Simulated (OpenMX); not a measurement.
Runs of OpenMX 3.8.5 on ZrC. It takes space group Fm-3m (No. 225, cubic). The conventional cell has a = 4.730 Å, b = 4.730 Å, c = 4.730 Å, α = 90.00°, β = 90.00°, γ = 90.00°. Around Zr (site symmetry m-3m) lie 6 C at 2.37 Å. C (site symmetry m-3m) is surrounded by 6 Zr at 2.37 Å. 

| task | potentials or basis | cell | k mesh | gap on the mesh (eV) | pressure (GPa) | largest force (eV/Å) |
| --- | --- | --- | --- | --- | --- | --- |
| band structure | OpenMX 2013 PBE set, Zr7.0-s3p2d1, C6.0-s2p2, grid cutoff 400 Ry | as given | 11 × 11 × 11 | - | -0.4 | - |
| single point | OpenMX 2013 PBE set, Zr7.0-s3p2d1, C6.0-s2p2, grid cutoff 560 Ry | atom 1 moved by [0.0, -0.0354, -0.0354] A | 7 × 7 × 7 | none | - | 0.36 |
| single point | OpenMX 2013 PBE set, Zr7.0-s3p2d1, C6.0-s2p2, grid cutoff 560 Ry | as given | 7 × 7 × 7 | none | (a) | - |
| single point | OpenMX 2013 PBE set, Zr7.0-s3p2d1, C6.0-s2p2, grid cutoff 560 Ry | atom 2 moved by [0.0, -0.0354, -0.0354] A | 7 × 7 × 7 | none | - | 0.36 |

Alike in all rows: level PBE; no spin polarisation; smearing fermi-dirac 0.05 eV.

**Question.** Estimate the missing entries.

**Answer.** (a) -0.5.

Caveats: the basis of atomic orbitals isn't converged, which shifts pressures, moduli and gaps.

A k mesh can miss the band edges, and the runs leave out spin-orbit coupling on Zr.

A gap of «none» marks a metal or a gap under the smearing width.
